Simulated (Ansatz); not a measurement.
One change: `C=C[CH2][SnH3]` becomes `C=CCC`.

Ansatz, PBE0-D4/def2-TZVP geometries, multiplicity 1. Each molecule was computed in one conformer, which needn't be the lowest.

Elements past krypton have def2 core potentials.

| property | `C=C[CH2][SnH3]` |
| --- | --- |
| HOMO energy (PBE0/def2-TZVPP) / eV | -6.87 |
| size of the dipole moment (B3LYP/def2-TZVPP) / D | 0.56 |
| LUMO energy (B3LYP/def2-TZVPP) / eV | -0.38 |
| LUMO energy (PBE/def2-TZVPP) / eV | -1.04 |
| HOMO energy (B3LYP/def2-TZVPP) / eV | -6.68 |
| LUMO energy (PBE0/def2-TZVPP) / eV | -0.13 |

Question: Give the same properties after the change, and the shifts. (Best estimate.)

Answer: Computed: 
```json
{"property": "HOMO energy (PBE0/def2-TZVPP) / eV", "`C=CCC`": "-7.38", "shift": "-0.51"}
{"property": "size of the dipole moment (B3LYP/def2-TZVPP) / D", "`C=CCC`": "0.41", "shift": "-0.15"}
{"property": "LUMO energy (B3LYP/def2-TZVPP) / eV", "`C=CCC`": "0.13", "shift": "0.51"}
{"property": "LUMO energy (PBE/def2-TZVPP) / eV", "`C=CCC`": "-0.65", "shift": "0.39"}
{"property": "HOMO energy (B3LYP/def2-TZVPP) / eV", "`C=CCC`": "-7.15", "shift": "-0.47"}
{"property": "LUMO energy (PBE0/def2-TZVPP) / eV", "`C=CCC`": "0.39", "shift": "0.52"}
```

With PBE0 the HOMO falls by 0.51 eV and the LUMO rises by 0.52 eV, so the gap widens by about 1.03 eV. PBE moves the HOMO by -0.40 eV and ωB97M-V by -0.64 eV. Dipoles are sizes alone; their direction can turn.

B3LYP here is the variant with VWN-RPA as its local correlation; programs differ in this.

Positive LUMOs are unbound, so they and the gaps depend on the basis.
